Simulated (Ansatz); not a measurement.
Input, command and steps of an Ansatz relaxation.

```yaml
crystal:
  lattice:
    - [-7.2236643455, -2.5023507326, 0.0]
    - [-1.4447328691, 7.5070521979, 0.0]
    - [4.3341986073, -2.5023507326, -5.8607958146]
  atoms:
    - { symbol: Ta, position: [0.5, 0.5, 0.0] }
    - { symbol: Ta, position: [0.625, 0.875, 0.0] }
    - { symbol: Ta, position: [0.125, 0.375, 0.0] }
    - { symbol: Ta, position: [0.25, 0.75, 0.0] }
    - { symbol: Ta, position: [0.375, 0.125, 0.0] }
    - { symbol: Ta, position: [0.75, 0.25, 0.0] }
    - { symbol: Ta, position: [0.875, 0.625, 0.0] }
    - { symbol: Ta, position: [0.0, 0.0, 0.0] }
    - { symbol: Ta, position: [0.25, 0.25, 0.5] }
    - { symbol: Ta, position: [0.375, 0.625, 0.5] }
    - { symbol: Ta, position: [0.8856961526, 0.1350907137, 0.5024966906] }
    - { symbol: Ta, position: [0.0, 0.5, 0.5] }
    - { symbol: Ta, position: [0.125, 0.875, 0.5] }
    - { symbol: Ta, position: [0.4928094746, 0.0004317195, 0.4918908332] }
    - { symbol: Ta, position: [0.625, 0.375, 0.5] }
    - { symbol: Ta, position: [0.769398878, 0.7616801247, 0.5192329567] }
    - { symbol: "N", position: [0.5833333333, 0.3333333333, 0.75] }
    - { symbol: "N", position: [0.7083333333, 0.7083333333, 0.75] }
    - { symbol: "N", position: [0.2083333333, 0.2083333333, 0.75] }
    - { symbol: "N", position: [0.3333333333, 0.5833333333, 0.75] }
    - { symbol: "N", position: [0.4583333333, 0.9583333333, 0.75] }
    - { symbol: "N", position: [0.8333333333, 0.0833333333, 0.75] }
    - { symbol: "N", position: [0.9583333333, 0.4583333333, 0.75] }
    - { symbol: "N", position: [0.0833333333, 0.8333333333, 0.75] }
    - { symbol: "N", position: [0.1666666667, 0.9166666667, 0.25] }
    - { symbol: "N", position: [0.2916666667, 0.2916666667, 0.25] }
    - { symbol: "N", position: [0.8024626634, 0.7909795371, 0.2515026246] }
    - { symbol: "N", position: [0.9166666667, 0.1666666667, 0.25] }
    - { symbol: "N", position: [0.0416666667, 0.5416666667, 0.25] }
    - { symbol: "N", position: [0.4252923146, 0.6719142905, 0.2475156765] }
    - { symbol: "N", position: [0.5495851139, 0.0487919864, 0.2568657404] }
    - { symbol: "N", position: [0.6666666667, 0.4166666667, 0.25] }
    - { symbol: "N", position: [0.622351219, 0.8902582818, 0.3688510286] }
basis:
  ecutwfc: 420
  xc_grid: 2
kpoints:
  mp_grid: { grid: [5, 5, 5], shift: [0.0, 0.0, 0.0] }
hamiltonian:
  xc: pbesol
scf:
  occupations: { method: gaussian, width: 0.1 }
output:
  forces: true
  stress: false
  eigenvalues: true
relax:
  adjacent_minimum: "off"
  f_tol: 0.025
  max_steps: 45
```

```bash
ansatz run input.yaml --threads 4 --pin off --max-ram 10240MiB --backend cpu --events-out ev --progress --plain --runs-dir out
```

All numbers below come from DFT PBEsol, scalar-relativistic, plane waves, PAW in Ansatz.

The cell holds a point defect: N interstitial, neutral.

Of 11 frames 6 are shown, positions in Å and forces in eV/Å; the SCF threshold varies from step to step.

```xyz
33
Lattice="-7.2237 -2.5024 0.0000 -1.4447 7.5071 0.0000 4.3342 -2.5024 -5.8608" Properties=species:S:1:pos:R:3:forces:R:3 pbc="T T T" step=1 free_energy_over_end_meV_per_atom=130.72
Ta   -4.3342    2.5024    0.0000   -0.3821   -0.4886    0.0257
Ta   -5.7789    5.0047    0.0000   -0.0877    0.0098   -0.2087
Ta   -1.4447    2.5024    0.0000    0.3431   -0.1687    0.0736
Ta   -2.8895    5.0047    0.0000    0.0314    0.4196    0.8453
Ta   -2.8895    0.0000    0.0000   -0.1570    0.4544   -0.2479
Ta   -5.7789    0.0000    0.0000   -0.0685    0.0168    0.1292
Ta   -7.2237    2.5024    0.0000   -0.2952   -0.2935   -0.2523
Ta    0.0000    0.0000    0.0000    0.0110    0.1697   -0.6581
Ta    0.0000    0.0000   -2.9304   -0.2638    0.7582    0.0288
Ta   -1.4447    2.5024   -2.9304    0.0179   -0.0661    0.0065
Ta   -4.4152   -2.4596   -2.9450    0.9527   -0.6808    0.1541
Ta    1.4447    2.5024   -2.9304   -0.5532    0.0722    0.1538
Ta    0.0000    5.0047   -2.9304    0.3547   -0.2093    0.2795
Ta   -1.4286   -2.4608   -2.8829    6.5223    3.7032   -5.6241
Ta   -2.8895    0.0000   -2.9304    0.1277   -0.1070    0.2128
Ta   -4.4078    2.4934   -3.0431    1.2267   -1.3427    1.5116
N    -1.4447   -0.8341   -4.3956   -0.1385    0.1356   -0.0369
N    -2.8895    1.6682   -4.3956   -0.0040   -0.0398   -0.0457
N     1.4447   -0.8341   -4.3956   -0.2831    0.0737   -0.1334
N     0.0000    1.6682   -4.3956   -0.1748    0.0966    0.1698
N    -1.4447    4.1706   -4.3956   -0.0826   -0.1737   -0.0057
N    -2.8895   -3.3365   -4.3956   -0.6101    0.1857   -2.2225
N    -4.3342   -0.8341   -4.3956   -0.2846    0.0711    0.0486
N     1.4447    4.1706   -4.3956   -0.4887   -0.1733   -0.6095
N    -1.4447    5.8388   -1.4652   -0.0827   -0.0062    0.0198
N    -1.4447    0.8341   -1.4652   -0.0659    0.1733    0.1015
N    -5.8494    3.3005   -1.4740   -2.8085   -1.5353    2.1075
N    -5.7789   -1.6682   -1.4652   -0.1895    0.0524    0.0128
N     0.0000    3.3365   -1.4652   -0.2825   -0.1453    0.0955
N    -2.9701    3.3605   -1.4506    2.8923   -2.0561    1.4362
N    -2.9272   -1.6517   -1.5054   -0.3123    5.5218    3.3582
N    -4.3342    0.8341   -1.4652   -0.0787    0.1902   -0.1639
N    -4.1832    4.2029   -2.1618   -4.7852   -4.6182   -0.5618
33
Lattice="-7.2237 -2.5024 0.0000 -1.4447 7.5071 0.0000 4.3342 -2.5024 -5.8608" Properties=species:S:1:pos:R:3:forces:R:3 pbc="T T T" step=3 free_energy_over_end_meV_per_atom=17.71
Ta   -4.3510    2.5157   -0.0309    0.3530    0.3244   -0.4876
Ta   -5.7777    5.0117   -0.0118   -0.0600   -0.0672   -0.2113
Ta   -1.4096    2.4885    0.0278   -0.0744    0.0243   -0.4581
Ta   -2.9202    5.0151   -0.0304   -0.0495   -0.5085   -0.6140
Ta   -2.9054    0.1124    0.0377   -0.0422   -0.0078   -0.1474
Ta   -5.7524   -0.0035   -0.0494   -0.1421    0.2186   -0.0390
Ta   -7.3238    2.4631    0.0317   -0.0532   -0.0015   -0.0723
Ta    0.0146   -0.0255   -0.0392   -0.1046    0.0921   -0.1364
Ta   -0.0194    0.0260   -2.9491   -0.3897   -0.0565    0.0752
Ta   -1.4401    2.4946   -2.9232    0.2419   -0.1390    0.0800
Ta   -4.4059   -2.4524   -2.9316    0.4406   -0.3262   -0.0101
Ta    1.4057    2.5105   -2.9613   -0.1123    0.3383    0.2878
Ta    0.0482    4.9924   -2.8969   -0.3909   -0.0347   -0.0265
Ta   -1.3736   -2.4551   -3.0170   -0.2758   -0.2159    0.2569
Ta   -2.8494   -0.0416   -2.8950   -0.2253    0.6968   -0.1640
Ta   -4.3391    2.4226   -3.0123    0.1054    0.6091    0.4408
N    -1.4602   -0.8209   -4.4387    0.0263   -0.0101    0.0990
N    -2.8897    1.6506   -4.3950    0.1316    0.0104   -0.0601
N     1.4474   -0.7986   -4.3381    0.0047    0.1759   -0.2325
N    -0.0121    1.6757   -4.4153   -0.0199   -0.0567   -0.1411
N    -1.4457    4.1701   -4.3927    0.2864   -0.0325   -0.1304
N    -2.8671   -3.3453   -4.5442    0.4467   -0.3347   -0.0076
N    -4.3743   -0.8426   -4.3466    0.0269   -0.1564   -0.1795
N     1.4242    4.1801   -4.4438    0.0031   -0.0557    0.1554
N    -1.4990    5.8194   -1.5039    0.3598    0.0950    0.1078
N    -1.3998    0.8302   -1.4515   -0.1779    0.1893    0.1359
N    -5.9907    3.2339   -1.2885   -0.3015   -0.0952    0.0457
N    -5.7807   -1.6731   -1.4995   -0.0936    0.1633    0.1301
N     0.0149    3.3164   -1.4651   -0.1948   -0.1725    0.2336
N    -2.7069    3.1949   -1.3835    0.4164   -0.2260    0.2634
N    -2.9210   -1.4036   -1.2937   -0.0943   -0.0902    0.1497
N    -4.3605    0.8917   -1.5228    0.2275   -0.4282    0.3048
N    -4.3058    4.1715   -2.2316   -0.2686    0.0783    0.3512
33
Lattice="-7.2237 -2.5024 0.0000 -1.4447 7.5071 0.0000 4.3342 -2.5024 -5.8608" Properties=species:S:1:pos:R:3:forces:R:3 pbc="T T T" step=5 free_energy_over_end_meV_per_atom=4.37
Ta   -4.3296    2.5589   -0.1071   -0.2838   -0.4936    0.2857
Ta   -5.7934    5.0092   -0.0672   -0.2736    0.1624    0.2410
Ta   -1.3725    2.4653    0.0169    0.0920   -0.0293    0.1994
Ta   -2.9493    4.9724   -0.1231    0.3320    0.4977    0.3260
Ta   -2.9068    0.1257    0.0281    0.0583   -0.0078   -0.0533
Ta   -5.7681    0.0098   -0.0363    0.0961   -0.0241    0.0610
Ta   -7.3471    2.4607    0.0238    0.0240   -0.0644   -0.0974
Ta    0.0022   -0.0166   -0.0322    0.0443   -0.0807    0.0921
Ta   -0.0292    0.0108   -2.9738    0.1743   -0.0747   -0.0057
Ta   -1.3900    2.4702   -2.9627    0.0126    0.0422   -0.1289
Ta   -4.3413   -2.4876   -2.9054   -0.2948    0.2327   -0.2228
Ta    1.4241    2.5267   -2.9751    0.1191   -0.1147   -0.0358
Ta   -0.0035    4.9865   -2.9270   -0.0668    0.0369   -0.1261
Ta   -1.4181   -2.4813   -2.9796    0.2975    0.0575   -0.2927
Ta   -2.8827    0.0246   -2.9266   -0.0062   -0.0677   -0.1458
Ta   -4.3327    2.4960   -2.9489    0.1191   -0.3375   -0.2835
N    -1.4626   -0.8205   -4.4389    0.0049    0.0255    0.0002
N    -2.8865    1.6802   -4.4139   -0.0277   -0.0451    0.0368
N     1.4633   -0.7788   -4.3571   -0.1043   -0.0886    0.0361
N     0.0045    1.6654   -4.4607   -0.0420    0.0313   -0.1726
N    -1.4447    4.1602   -4.4229   -0.0258    0.0530    0.0397
N    -2.8392   -3.3680   -4.4229   -0.1042    0.0883    0.1983
N    -4.3707   -0.8736   -4.3618   -0.0008    0.1279    0.0595
N     1.4305    4.1774   -4.4387   -0.0623   -0.0220   -0.0118
N    -1.4844    5.8320   -1.5078   -0.1281    0.0154    0.0429
N    -1.4049    0.8301   -1.4669    0.0103   -0.1342   -0.0001
N    -6.0788    3.2010   -1.3393    0.2259    0.1188   -0.0764
N    -5.7959   -1.6609   -1.5116    0.0072   -0.0174    0.0244
N     0.0136    3.3040   -1.4692    0.0457    0.0628   -0.0220
N    -2.6114    3.1100   -1.4262   -0.2759    0.2429   -0.1476
N    -2.9827   -1.3204   -1.3369    0.0772   -0.1930   -0.0888
N    -4.3531    0.8697   -1.5011   -0.1302    0.1484   -0.0152
N    -4.2852    4.1861   -1.8334    0.0868   -0.1491    0.2839
33
Lattice="-7.2237 -2.5024 0.0000 -1.4447 7.5071 0.0000 4.3342 -2.5024 -5.8608" Properties=species:S:1:pos:R:3:forces:R:3 pbc="T T T" step=7 free_energy_over_end_meV_per_atom=1.62
Ta   -4.3521    2.5267   -0.0797    0.0412   -0.3095    0.0565
Ta   -5.7925    5.0164   -0.0680   -0.0686   -0.0065   -0.1405
Ta   -1.3951    2.4819    0.0051    0.1291   -0.1355    0.2862
Ta   -2.9156    5.0197   -0.0662    0.3301    0.1482    0.0935
Ta   -2.8932    0.1082   -0.0017   -0.0087   -0.0511    0.0871
Ta   -5.7721   -0.0009   -0.0263   -0.0004    0.1440    0.0623
Ta   -7.3174    2.4551   -0.0050   -0.0047    0.0519    0.0885
Ta    0.0084   -0.0027   -0.0245   -0.1264   -0.0985    0.0814
Ta   -0.0035   -0.0087   -2.9656   -0.0557   -0.0535   -0.0437
Ta   -1.3678    2.4566   -2.9852   -0.0084    0.0589   -0.1909
Ta   -4.3343   -2.4931   -2.8999   -0.0572   -0.0390    0.0598
Ta    1.4464    2.5149   -2.9656    0.0371    0.0503   -0.0071
Ta   -0.0344    4.9784   -2.9537   -0.1485    0.0487   -0.0557
Ta   -1.4335   -2.4990   -2.9429    0.2880    0.1875   -0.0985
Ta   -2.8806    0.0382   -2.9537   -0.1158    0.1954   -0.1125
Ta   -4.3277    2.5002   -2.9353   -0.0356   -0.2251    0.0276
N    -1.4563   -0.8258   -4.4307   -0.0423   -0.0065   -0.0256
N    -2.8883    1.6894   -4.4306    0.0189   -0.0221    0.0310
N     1.4535   -0.7925   -4.3765   -0.0186    0.0262   -0.0333
N     0.0121    1.6601   -4.4695    0.0191   -0.0218   -0.0658
N    -1.4689    4.1558   -4.4297    0.0963    0.0232   -0.0033
N    -2.8806   -3.3394   -4.3804    0.1419   -0.1124   -0.0584
N    -4.3684   -0.8571   -4.3752    0.0176    0.0033   -0.0676
N     1.4261    4.1809   -4.4343    0.0338   -0.0057    0.0134
N    -1.5019    5.8366   -1.4912    0.1620    0.0894   -0.0253
N    -1.3961    0.8171   -1.4818   -0.0908    0.0151   -0.0124
N    -6.1111    3.2206   -1.4248    0.2031    0.0639   -0.0521
N    -5.7921   -1.6612   -1.5077   -0.0523    0.0363    0.1323
N     0.0267    3.3061   -1.4854   -0.0993    0.0361    0.0007
N    -2.5815    3.1023   -1.5131   -0.6800    0.3887   -0.0234
N    -2.9911   -1.3076   -1.4189    0.0572   -0.2517   -0.0651
N    -4.3705    0.8862   -1.4995    0.0190   -0.1792    0.0636
N    -4.2727    4.1619   -1.5881    0.0180   -0.0487   -0.0028
33
Lattice="-7.2237 -2.5024 0.0000 -1.4447 7.5071 0.0000 4.3342 -2.5024 -5.8608" Properties=species:S:1:pos:R:3:forces:R:3 pbc="T T T" step=9 free_energy_over_end_meV_per_atom=0.13
Ta   -4.3578    2.5023   -0.0695    0.0161    0.1201   -0.0443
Ta   -5.8091    5.0239   -0.0516    0.0868   -0.0677   -0.0586
Ta   -1.3926    2.4683   -0.0032    0.0045    0.0355   -0.0029
Ta   -2.8996    5.0280   -0.0660   -0.1019   -0.0484   -0.0904
Ta   -2.9015    0.0714   -0.0132    0.0470   -0.0193   -0.0474
Ta   -5.7858    0.0027   -0.0098    0.0275   -0.0290   -0.0636
Ta   -7.2912    2.4696   -0.0165    0.0124    0.0587    0.0194
Ta   -0.0034    0.0048   -0.0124    0.0175   -0.0348   -0.0034
Ta    0.0003    0.0041   -2.9653    0.0083   -0.0345    0.0032
Ta   -1.3882    2.4686   -2.9777   -0.0163    0.0258   -0.0032
Ta   -4.3592   -2.4792   -2.9240    0.0211   -0.1224    0.0402
Ta    1.4397    2.5042   -2.9672    0.0199   -0.0118    0.0473
Ta   -0.0722    4.9732   -2.9657   -0.0125    0.0276   -0.0401
Ta   -1.4579   -2.4809   -2.9084   -0.0466   -0.0280    0.0616
Ta   -2.9043    0.0830   -2.9731    0.0404   -0.0535    0.0710
Ta   -4.3594    2.5100   -2.9035    0.0320    0.0354    0.0091
N    -1.4604   -0.8258   -4.4136   -0.0034   -0.0009   -0.0471
N    -2.8792    1.6971   -4.4548   -0.0297    0.0254    0.0243
N     1.4548   -0.8073   -4.3890   -0.0238    0.0043   -0.0336
N     0.0120    1.6591   -4.4773   -0.0015    0.0124    0.0335
N    -1.4676    4.1516   -4.4507    0.0178   -0.0202    0.0162
N    -2.8789   -3.3435   -4.3627   -0.0028    0.0191   -0.0086
N    -4.3576   -0.8510   -4.3944    0.0248   -0.0217    0.0046
N     1.4294    4.1787   -4.4210   -0.0056    0.0120    0.0032
N    -1.4616    5.8533   -1.4883   -0.0227   -0.0124   -0.0076
N    -1.3948    0.8506   -1.4913   -0.0244    0.0099   -0.0021
N    -6.0479    3.0861   -1.4958   -0.0282   -0.0072    0.0195
N    -5.7835   -1.6656   -1.4880    0.0039    0.0239   -0.0002
N     0.0030    3.2894   -1.4900    0.0066   -0.0164   -0.0035
N    -2.6200    3.1553   -1.4951   -0.0017    0.0201    0.0291
N    -2.8019   -1.3029   -1.5054   -0.0259    0.0513    0.0638
N    -4.3603    0.8432   -1.4896   -0.0030    0.0014    0.0077
N    -4.3694    4.2025   -1.4718   -0.0364    0.0451    0.0030
33
Lattice="-7.2237 -2.5024 0.0000 -1.4447 7.5071 0.0000 4.3342 -2.5024 -5.8608" Properties=species:S:1:pos:R:3:forces:R:3 pbc="T T T" step=11 free_energy_over_end_meV_per_atom=0.00
Ta   -4.3595    2.5094   -0.0747    0.0010   -0.0072    0.0128
Ta   -5.8086    5.0227   -0.0507   -0.0094    0.0006   -0.0034
Ta   -1.3893    2.4707   -0.0043    0.0093   -0.0063   -0.0076
Ta   -2.9067    5.0243   -0.0740   -0.0038    0.0021    0.0124
Ta   -2.9002    0.0766   -0.0120    0.0064    0.0027   -0.0016
Ta   -5.7826    0.0003   -0.0123    0.0008    0.0038   -0.0057
Ta   -7.2944    2.4737   -0.0123   -0.0047   -0.0087   -0.0041
Ta   -0.0012    0.0035   -0.0127   -0.0075   -0.0020   -0.0009
Ta   -0.0018    0.0033   -2.9671   -0.0002   -0.0001    0.0028
Ta   -1.3898    2.4708   -2.9753    0.0116   -0.0072    0.0072
Ta   -4.3643   -2.4847   -2.9291   -0.0040    0.0033    0.0065
Ta    1.4408    2.5028   -2.9671    0.0057   -0.0008    0.0035
Ta   -0.0707    4.9763   -2.9676   -0.0040   -0.0089    0.0100
Ta   -1.4622   -2.4827   -2.9054   -0.0015   -0.0007   -0.0130
Ta   -2.9009    0.0758   -2.9675    0.0131    0.0056    0.0038
Ta   -4.3593    2.5087   -2.9049    0.0010    0.0030   -0.0134
N    -1.4599   -0.8258   -4.4196    0.0017    0.0047   -0.0018
N    -2.8818    1.6968   -4.4488    0.0065   -0.0037   -0.0022
N     1.4522   -0.8051   -4.3919    0.0086   -0.0039    0.0066
N     0.0115    1.6618   -4.4757   -0.0017    0.0018    0.0042
N    -1.4651    4.1502   -4.4485   -0.0017   -0.0022   -0.0076
N    -2.8774   -3.3436   -4.3648   -0.0061    0.0072   -0.0003
N    -4.3554   -0.8547   -4.3921    0.0082   -0.0023    0.0087
N     1.4297    4.1795   -4.4207    0.0022   -0.0004    0.0011
N    -1.4617    5.8529   -1.4896   -0.0131    0.0093   -0.0024
N    -1.3972    0.8553   -1.4901    0.0089    0.0012    0.0036
N    -6.0458    3.0686   -1.4897    0.0017    0.0075   -0.0023
N    -5.7817   -1.6660   -1.4899   -0.0030   -0.0005    0.0002
N     0.0045    3.2854   -1.4900    0.0067   -0.0044    0.0020
N    -2.6159    3.1737   -1.4893    0.0071    0.0022   -0.0020
N    -2.7893   -1.3016   -1.4887   -0.0080   -0.0043   -0.0086
N    -4.3556    0.8425   -1.4893   -0.0137    0.0031   -0.0044
N    -4.3867    4.2037   -1.4896   -0.0179    0.0055   -0.0038
```

It took 19 min on 4 threads of Intel(R) Xeon(R) Platinum 8559C (Emerald Rapids) (shared host), peak memory 3.8 GiB.

Spin–orbit coupling is left out, which can shift energies with elements as heavy as these. Spin polarisation was left out, and a magnetic state may lie lower.